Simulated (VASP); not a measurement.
VASP 6.6.1, PBE dielectric-response calculation, NaCl (rocksalt)

INCAR

```
LREAL = .FALSE.
EDIFF = 1E-8
ISMEAR = 0
IBRION = -1
LCHARG = .FALSE.
NELM = 120
GGA = PE
PREC = Accurate
LEPSILON = .TRUE.
NSW = 0
LWAVE = .FALSE.
SIGMA = 0.01
ISIF = 2
ENCUT = 520
LASPH = .TRUE.
NBANDS = 14
```

KPOINTS

```
KPOINTS created by Atomic Simulation Environment
0
Gamma
10 10 10
0 0 0
```

POSCAR

```
Na Cl
 1.0000000000000000
    -0.0000000000000000    2.8026988166785491    2.8026988166785491
     2.8026988166785491    0.0000000000000000    2.8026988166785491
     2.8026988166785491    2.8026988166785491    0.0000000000000000
 Na  Cl
   1   1
Cartesian
  0.0000000000000000 -0.0000000000000000  0.0000000000000000
  2.8026988166785491  2.8026988166785491  2.8026988166785491
```

VASP ran with the recommended PBE PAW datasets (14 valence electrons in the cell).

Command

```
mpirun -np 1 vasp_std
```

OSZICAR

```
N       E                     dE             d eps       ncg     rms          rms(c)
DAV:   1     0.998501228756E+02    0.99850E+02   -0.71155E+03  1324   0.103E+03
DAV:   2     0.144527160501E+01   -0.98405E+02   -0.90358E+02  1446   0.269E+02
DAV:   3    -0.682634165414E+01   -0.82716E+01   -0.82171E+01  1706   0.722E+01
DAV:   4    -0.696133229449E+01   -0.13499E+00   -0.13494E+00  1508   0.970E+00
DAV:   5    -0.696415335076E+01   -0.28211E-02   -0.28208E-02  1734   0.147E+00    0.216E+00
DAV:   6    -0.677537169067E+01    0.18878E+00   -0.31134E-01  1686   0.328E+00    0.161E+00
DAV:   7    -0.676390106438E+01    0.11471E-01   -0.81144E-02  1756   0.165E+00    0.110E+00
DAV:   8    -0.676945651899E+01   -0.55555E-02   -0.97288E-03  1442   0.853E-01    0.300E-01
DAV:   9    -0.676933769051E+01    0.11883E-03   -0.21552E-04  1682   0.114E-01    0.160E-01
DAV:  10    -0.676944991385E+01   -0.11222E-03   -0.30465E-04  1502   0.139E-01    0.642E-02
DAV:  11    -0.676943981358E+01    0.10100E-04   -0.18676E-05  1700   0.407E-02    0.142E-02
DAV:  12    -0.676943991848E+01   -0.10490E-06   -0.22521E-06  1532   0.142E-02    0.158E-03
DAV:  13    -0.676944046214E+01   -0.54367E-06   -0.29776E-07  1598   0.359E-03    0.350E-03
...
       N       E                     dE             d eps       ncg     rms          rms(c)
RMM:   1    -0.190366575682E+00   -0.19037E+00   -0.39770E-01  4353   0.390E+00
RMM:   2    -0.214818911478E+00   -0.24452E-01   -0.16752E-02  5957   0.748E-01    0.111E+00
RMM:   3    -0.191303354710E+00    0.23516E-01   -0.28994E-02  5453   0.662E-01    0.557E-01
RMM:   4    -0.198827115658E+00   -0.75238E-02   -0.15560E-02  5708   0.530E-01    0.199E-01
RMM:   5    -0.209992200197E+00   -0.11165E-01   -0.72671E-04  5397   0.196E-01    0.573E-02
RMM:   6    -0.209715191295E+00    0.27701E-03   -0.28644E-05  5807   0.338E-02    0.430E-02
RMM:   7    -0.209907642264E+00   -0.19245E-03   -0.51135E-05  5251   0.319E-02    0.717E-03
RMM:   8    -0.210062834836E+00   -0.15519E-03   -0.27382E-06  5872   0.973E-03    0.149E-03
RMM:   9    -0.210079919488E+00   -0.17085E-04   -0.13629E-07  5981   0.226E-03    0.781E-04
RMM:  10    -0.210101194099E+00   -0.21275E-04   -0.25069E-08  5452   0.135E-03    0.241E-04
RMM:  11    -0.210103296405E+00   -0.21023E-05   -0.25338E-07  5935   0.401E-04    0.117E-04
RMM:  12    -0.210102337985E+00    0.95842E-06    0.51965E-08  5277   0.136E-04    0.118E-05
RMM:  13    -0.210102255450E+00    0.82536E-07   -0.12914E-09  3707   0.556E-05    0.446E-06
```

From OUTCAR

```
k-points           NKPTS =     47   k-points in BZ     NKDIM =     47   number of bands    NBANDS=     14

   NELECT =      14.0000    total number of electrons

   dimension x,y,z NGX =    30 NGY =   30 NGZ =   30
   dimension x,y,z NGXF=    60 NGYF=   60 NGZF=   60

  energy-cutoff  :      520.00
  volume of cell :       44.03
      direct lattice vectors                 reciprocal lattice vectors
     0.000000000  2.802698817  2.802698817    -0.178399476  0.178399476  0.178399476
     2.802698817  0.000000000  2.802698817     0.178399476 -0.178399476  0.178399476
     2.802698817  2.802698817  0.000000000     0.178399476  0.178399476 -0.178399476

 k-points in reciprocal lattice and weights: KPOINTS created by Atomic Simulation Env
   0.00000000  0.00000000  0.00000000       0.001
   0.10000000  0.00000000  0.00000000       0.008
   0.20000000  0.00000000  0.00000000       0.008
   0.30000000  0.00000000  0.00000000       0.008
   0.40000000  0.00000000  0.00000000       0.008
   0.50000000  0.00000000  0.00000000       0.004
   0.10000000  0.10000000  0.00000000       0.006
   0.20000000  0.10000000  0.00000000       0.024
   ...

 E-fermi :  -0.5335

 k-point     1 :       0.0000    0.0000    0.0000
  band No.  band energies     occupation
      1     -21.4066      2.00000
      2     -21.4066      2.00000
      3     -21.4066      2.00000
      4     -13.3247      2.00000
      5      -0.6238      2.00000
      6      -0.6238      2.00000
      7      -0.6238      2.00000
      8       4.5560      0.00000
      9      10.5156      0.00000
     10      10.5156      0.00000
     11      10.5156      0.00000
     12      12.7003      0.00000
     13      12.7003      0.00000
     14      14.3386      0.00000

 k-point     2 :       0.1000    0.0000    0.0000
  band No.  band energies     occupation
      1     -21.4097      2.00000
      2     -21.4069      2.00000
      3     -21.4068      2.00000
      4     -13.2924      2.00000
      5      -0.8771      2.00000
      6      -0.6514      2.00000
      7      -0.6514      2.00000
      8       4.8913      0.00000
      9      10.1323      0.00000
     10      10.6507      0.00000
     11      10.6507      0.00000
     12      12.5111      0.00000
     13      12.5111      0.00000
     14      15.0213      0.00000

 k-point     3 :       0.2000    0.0000    0.0000
  band No.  band energies     occupation
      1     -21.4177      2.00000
      2     -21.4074      2.00000
      3     -21.4074      2.00000
      4     -13.2064      2.00000
      5      -1.4452      2.00000
      6      -0.7222      2.00000
      7      -0.7222      2.00000
      8       5.6508      0.00000
      9       9.5737      0.00000
     10      10.8442      0.00000
     11      10.8442      0.00000
     12      12.4240      0.00000
     13      12.4240      0.00000
     14      15.3836      0.00000

 k-point     4 :       0.3000    0.0000    0.0000
  band No.  band energies     occupation
      1     -21.4276      2.00000
      2     -21.4081      2.00000
      3     -21.4081      2.00000
      4     -13.0965      2.00000
      5      -2.0328      2.00000
      6      -0.8067      2.00000
      7      -0.8067      2.00000
      8       6.3435      0.00000
      9       9.4528      0.00000
     10      10.7078      0.00000
     11      10.7078      0.00000
     12      13.1109      0.00000
     13      13.1109      0.00000
     14      14.8902      0.00000

 k-point     5 :       0.4000    0.0000    0.0000
  band No.  band energies     occupation
      1     -21.4355      2.00000
      2     -21.4087      2.00000
      3     -21.4087      2.00000
      4     -13.0045      2.00000
      5      -2.4522      2.00000
      6      -0.8727      2.00000
      7      -0.8727      2.00000
      8       6.6359      0.00000
      9       9.8579      0.00000
     10      10.4838      0.00000
     11      10.4838      0.00000
     12      14.3915      0.00000
     13      14.3915      0.00000
     14      14.5564      0.00000

 k-point     6 :       0.5000    0.0000    0.0000
  band No.  band energies     occupation
      1     -21.4385      2.00000
      2     -21.4089      2.00000
      3     -21.4089      2.00000
      4     -12.9686      2.00000
      5      -2.6029      2.00000
      6      -0.8974      2.00000
      7      -0.8974      2.00000
      8       6.6832      0.00000
      9      10.1532      0.00000
     10      10.3944      0.00000
     11      10.3944      0.00000
     12      14.4865      0.00000
     13      15.6229      0.00000
     14      15.6229      0.00000

 k-point     7 :       0.1000    0.1000    0.0000
  band No.  band energies     occupation
      1     -21.4096      2.00000
      2     -21.4075      2.00000
      3     -21.4075      2.00000
      4     -13.2823      2.00000
      5      -0.8966      2.00000
      6      -0.6897      2.00000
      7      -0.6897      2.00000
      8       5.0014      0.00000
      9       9.9287      0.00000
     10      10.7591      0.00000
     11      10.7591      0.00000
     12      12.0352      0.00000
     13      12.8404      0.00000
     14      15.2868      0.00000

 k-point     8 :       0.2000    0.1000    0.0000
  band No.  band energies     occupation
      1     -21.4154      2.00000
      2     -21.4083      2.00000
      3     -21.4078      2.00000
      4     -13.2156      2.00000
      5      -1.3155      2.00000
      6      -0.7679      2.00000
      7      -0.7508      2.00000
      8       5.6240      0.00000
      9       9.4246      0.00000
     10      10.8922      0.00000
     11      11.0159      0.00000
     12      11.6958      0.00000
     13      12.9366      0.00000
     14      16.0756      0.00000

 k-point     9 :       0.3000    0.1000    0.0000
  band No.  band energies     occupation
      1     -21.4242      2.00000
      2     -21.4092      2.00000
      3     -21.4085      2.00000
      4     -13.1155      2.00000
      5      -1.8565      2.00000
      6      -0.8540      2.00000
      7      -0.8450      2.00000
      8       6.3818      0.00000
      9       9.1765      0.00000
     10      10.4921      0.00000
     11      11.0156      0.00000
     12      12.3265      0.00000
     13      13.4788      0.00000
     14      15.7113      0.00000

 k-point    10 :       0.4000    0.1000    0.0000
  band No.  band energies     occupation
      1     -21.4323      2.00000
      2     -21.4096      2.00000
      3     -21.4094      2.00000
      4     -13.0186      2.00000
      5      -2.3000      2.00000
      6      -0.9492      2.00000
      7      -0.9158      2.00000
      8       6.8301      0.00000
      9       9.4701      0.00000
     10      10.1390      0.00000
     11      10.7876      0.00000
     12      13.4203      0.00000
     13      14.6391      0.00000
     14      15.3556      0.00000

 k-point    11 :       0.5000    0.1000    0.0000
  band No.  band energies     occupation
      1     -21.4367      2.00000
      2     -21.4104      2.00000
      3     -21.4095      2.00000
      4     -12.9642      2.00000
      5      -2.5244      2.00000
      6      -1.0243      2.00000
      7      -0.9323      2.00000
      8       6.9436      0.00000
      9       9.7789      0.00000
     10      10.1644      0.00000
     11      10.6116      0.00000
     12      14.5680      0.00000
     13      15.3550      0.00000
     14      15.6264      0.00000

 k-point    12 :      -0.4000    0.1000    0.0000
  band No.  band energies     occupation
      1     -21.4358      2.00000
      2     -21.4108      2.00000
      3     -21.4089      2.00000
      4     -12.9756      2.00000
      5      -2.4766      2.00000
      6      -1.0435      2.00000
      7      -0.8981      2.00000
      8       6.9383      0.00000
      9       9.7959      0.00000
     10      10.1102      0.00000
     11      10.6015      0.00000
     12      14.2371      0.00000
     13      15.1391      0.00000
     14      15.7188      0.00000

 k-point    13 :      -0.3000    0.1000    0.0000
  band No.  band energies     occupation
      1     -21.4299      2.00000
      2     -21.4106      2.00000
      3     -21.4080      2.00000
      4     -13.0477      2.00000
      5      -2.1696      2.00000
      6      -0.9979      2.00000
      7      -0.8244      2.00000
      8       6.7482      0.00000
      9       9.3933      0.00000
     10      10.2846      0.00000
     11      10.7803      0.00000
     12      12.8421      0.00000
     13      14.3626      0.00000
     14      15.4485      0.00000

 ...

 MACROSCOPIC STATIC DIELECTRIC TENSOR (including local field effects in DFT)
 ------------------------------------------------------
           2.518741     0.000000    -0.000000
           0.000000     2.518741    -0.000000
           0.000000    -0.000000     2.518741

 BORN EFFECTIVE CHARGES (including local field effects) (in |e|, cummulative output)
 ---------------------------------------------------------------------------------
 ion    1
    1     1.09175     0.00000     0.00000
    2     0.00000     1.09175     0.00000
    3     0.00000     0.00000     1.09175
 ion    2
    1    -1.09175     0.00000     0.00000
    2     0.00000    -1.09175     0.00000
    3     0.00000     0.00000    -1.09175

  Total        0.3407879      0.3407879      0.3407879      0.0000000      0.0000000     -0.0000000
  in kB       12.4003936     12.4003936     12.4003936      0.0000000      0.0000000     -0.0000000
  external PRESSURE =      12.4003936 kB  Pullay stress =       0.0000000 kB

 POSITION                                       TOTAL-FORCE (eV/Angst)
 -----------------------------------------------------------------------------------
      0.00000      0.00000      0.00000         0.000000     -0.000000      0.000000
      2.80270      2.80270      2.80270        -0.000000      0.000000     -0.000000
 -----------------------------------------------------------------------------------
    total drift:                               -0.000000      0.000000      0.000000

  FREE ENERGIE OF THE ION-ELECTRON SYSTEM (eV)
  ---------------------------------------------------
  free  energy   TOTEN  =        -6.7694402619 eV

  energy  without entropy=       -6.7694402619  energy(sigma->0) =       -6.76944026
```

| Quantity | Value |
| --- | --- |
| ε∞ with local fields (xx, yy, zz) | 2.52, 2.52, 2.52 |
| mean Born charge by atom, in the order of the cell | 1.09, -1.09 e |

The run took about 4.6 min on one core of a shared host (Intel Xeon Platinum 8488C) and held 0.28 GiB at most.
